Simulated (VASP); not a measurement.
Here is a VASP 6.6.1 calculation.

Contents of INCAR:

```
SYSTEM = CaO
PREC = Accurate ; ENCUT = 520
EDIFF = 1E-6 ; ISMEAR = 0
SIGMA = 0.03 ; LREAL = .False.
LASPH = .True. ; NELM = 80
ALGO = Normal ; ISIF = 2
LWAVE = .False. ; LCHARG = .False.
METAGGA = R2SCAN ; LMIXTAU = .True.
```

Contents of KPOINTS:

```
Automatic mesh
0
Gamma
  10 10 10
  0 0 0
```

The input POSCAR:

```
CaO                                     
1.0
    0.0000000000      2.3873311535      2.3873311535
    2.3873311535      0.0000000000      2.3873311535
    2.3873311535      2.3873311535      0.0000000000
  Ca              O             
     1     1
Direct
     0.0000000000000000    0.0000000000000000    0.0000000000000000
     0.5000000000000000    0.5000000000000000    0.5000000000000000
```

The input KPOINTS_OPT:

```
explicit points
302
Reciprocal
 0.0000000000  0.0000000000  0.0000000000 1
 0.0263157895  0.0000000000  0.0263157895 1
 0.0526315789  0.0000000000  0.0526315789 1
 0.0789473684  0.0000000000  0.0789473684 1
 0.1052631579  0.0000000000  0.1052631579 1
 0.1315789474  0.0000000000  0.1315789474 1
[... 294 lines left out ...]
 0.4905210800  0.0094789200  0.5000000000 1
 0.5094789200 -0.0094789200  0.5000000000 1
```

Potentials or basis: VASP PAW PBE potentials, release 64 (Ca_sv, O).

The run is started by

```console
$ cat potpaw_PBE.64/Ca_sv/POTCAR potpaw_PBE.64/O/POTCAR > POTCAR
$ mpirun -np 1 vasp_std > vasp.out
```

Estimate the band gap along the path.

4.18 eV, indirect (least direct gap 4.55 eV).

What does it give for the pressure?

2.6 GPa.

Estimate the band gap on the k mesh.

4.18 eV, indirect (least direct gap 4.55 eV).

Levels at the corners of the path, in eV from the valence-band top:
| point | band 6 | band 7 | band 8 | band 9 | band 10 | band 11 |
| --- | --- | --- | --- | --- | --- | --- |
| Γ | 0.00 | 0.00 | 0.00 | 5.60 | 6.90 | 6.90 |
| X | -1.28 | -0.37 | -0.37 | 4.18 | 8.91 | 9.75 |
| X | -1.28 | -0.37 | -0.37 | 4.18 | 8.91 | 9.75 |
| W | -1.31 | -1.04 | -1.04 | 6.99 | 6.99 | 9.24 |
| W | -1.31 | -1.04 | -1.04 | 6.99 | 6.99 | 9.24 |
| K | -1.34 | -1.19 | -0.80 | 5.75 | 8.78 | 9.43 |
| K | -1.34 | -1.19 | -0.80 | 5.75 | 8.78 | 9.43 |
| Γ | 0.00 | 0.00 | 0.00 | 5.60 | 6.90 | 6.90 |
| Γ | 0.00 | 0.00 | 0.00 | 5.60 | 6.90 | 6.90 |
| L | -2.65 | -1.24 | -1.24 | 7.79 | 9.16 | 9.16 |
| L | -2.65 | -1.24 | -1.24 | 7.79 | 9.16 | 9.16 |
| U | -1.34 | -1.19 | -0.80 | 5.75 | 8.78 | 9.43 |
| U | -1.34 | -1.19 | -0.80 | 5.75 | 8.78 | 9.43 |
| W | -1.31 | -1.04 | -1.04 | 6.99 | 6.99 | 9.24 |
| W | -1.31 | -1.04 | -1.04 | 6.99 | 6.99 | 9.24 |
| L | -2.65 | -1.24 | -1.24 | 7.79 | 9.16 | 9.16 |
| L | -2.65 | -1.24 | -1.24 | 7.79 | 9.16 | 9.16 |
| K | -1.34 | -1.19 | -0.80 | 5.75 | 8.78 | 9.43 |
| U | -1.34 | -1.19 | -0.80 | 5.75 | 8.78 | 9.43 |
| X | -1.28 | -0.37 | -0.37 | 4.18 | 8.91 | 9.75 |

Caveat: the PAW data sets were made with another functional, which shifts forces and pressure a little. r2SCAN opens gaps a little over a GGA but as a rule still falls short of measured ones.
